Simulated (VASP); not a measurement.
**PbS: single point with LDA**

The system is PbS.

```
CELL_PARAMETERS angstrom
4.08970 0.00000 0.00000
-2.04485 3.54178 0.00000
0.00000 0.00000 3.78817
ATOMIC_POSITIONS crystal
Pb 0.00000 0.00000 0.00000
S 0.66667 0.33333 0.50000
```

Measurements of this composition are mostly on another form, of space group No. 225.

| Item | Value |
| --- | --- |
| Program | VASP 6.6.1 |
| Task | single point |
| Functional | LDA |
| Potentials or basis | VASP PAW LDA potentials, release 64 (Pb_d, S) |
| Cutoff | 520 eV |
| k mesh | 8 × 8 × 7 |
| Occupations | gaussian, width 0.02 eV |
| Spin | no spin polarisation |

* Pressure: -4.2 GPa
* Band gap on the k mesh: 0.07 eV, indirect (least direct gap 1.56 eV)

Stress tensor (GPa, compression positive):
```
-4.01  0.00  0.00
 0.00 -4.01  0.00
 0.00  0.00 -4.69
```

Levels at points of the mesh, in eV from the valence-band top:
```tsv
k point	band 8	band 9	band 10	band 11	band 12	band 13
(0.00, 0.00, 0.00)	-2.08	-1.58	-1.58	3.43	3.43	5.26
(0.50, 0.00, 0.00)	-2.61	-1.77	-1.07	1.93	3.90	5.24
```

Wall time 18 s on 1 thread of AMD EPYC 9R45 96-Core Processor (Zen 5) (shared host), peak memory 0.14 GiB.

Caveat: spin-orbit coupling is left out, which as a rule narrows the gap of such compounds by several tenths of an eV; an odd mesh through Γ misses points on the zone boundary, where band edges often lie.
